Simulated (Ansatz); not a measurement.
# CdSe: band edges up the ladder

One table from this session's results is given with a row withheld; the runs are named, their logs left out.

Method: DFT PBEsol, scalar-relativistic, plane waves, PAW, in Ansatz 0.2.0.

That is the level of the relaxation; later steps name their own.

1 further run of the same task is left out (set aside as unsound or not needed).

### The starting structure

It takes space group F-43m (No. 216, cubic). The conventional cell has a = 6.083 Å, b = 6.083 Å, c = 6.083 Å, α = 90.00°, β = 90.00°, γ = 90.00°. Cd (site symmetry -43m) has 4 Se at 2.63 Å as nearest neighbours. Se (site symmetry -43m) is surrounded by 4 Cd at 2.63 Å.

Coordinates:

```
Cd Se
1.0
     0.00000    3.04131    3.04131
     3.04131    0.00000    3.04131
     3.04131    3.04131    0.00000
Cd Se
1 1
Direct
  0.00000 0.00000 0.00000
  0.25000 0.25000 0.25000
```

This cell was relaxed beforehand with the same method: volume 28.13 Å³/atom, gap on the mesh 0.48 eV.

The first run:

Input file input.yaml:

```yaml
crystal:
  lattice:
    - [0.0, 3.0413095994, 3.0413095994]
    - [3.0413095994, 0.0, 3.0413095994]
    - [3.0413095994, 3.0413095994, 0.0]
  atoms:
    - { symbol: Cd, position: [0.0, 0.0, 0.0] }
    - { symbol: Se, position: [0.25, 0.25, 0.25] }
basis:
  ecutwfc: 420
kpoints:
  mp_grid: { grid: [10, 10, 10] }
  band_path: { path: [VBM, CBM], npoints: 2 }
hamiltonian:
  xc: pbesol
scf:
  occupations: { method: gaussian, width: 0.02 }
output:
  forces: true
  stress: true
  eigenvalues: true
```

Run with:

```
$ ansatz run input.yaml --threads 2 --pin off --max-ram 5120MiB --backend cpu --events-out ev --progress --plain --runs-dir out
```

Among the steps run: Band edges over the whole zone; The run at PBEsol, 250 eV and coarse mesh; Levels with LDA; Levels with PBE0; The run at Hartree-Fock.

One table of the session follows, with a row left open; its other results are not shown here.

```
                         level  gap (eV)  least direct gap (eV)
PBEsol, 250 eV and coarse mesh      0.49                   0.49
                           LDA      0.33                   0.33
                          PBE0      2.21                   2.21
                  Hartree-Fock         ?                      ?
```

Q: Estimate the row for Hartree-Fock from the others.

The run gave: gap (eV): 7.69; least direct gap (eV): 7.69. In the column «gap (eV)» it is the highest.

Gaps are by band count over the mesh and the named points; a gap of 0 means that the bands overlap or touch.

To keep in mind: The cheap run is there to show what low settings cost; its numbers aren't properties. The settings are coarse, so take the values as rough. Warnings in the runs' records: cutoff below recommended.
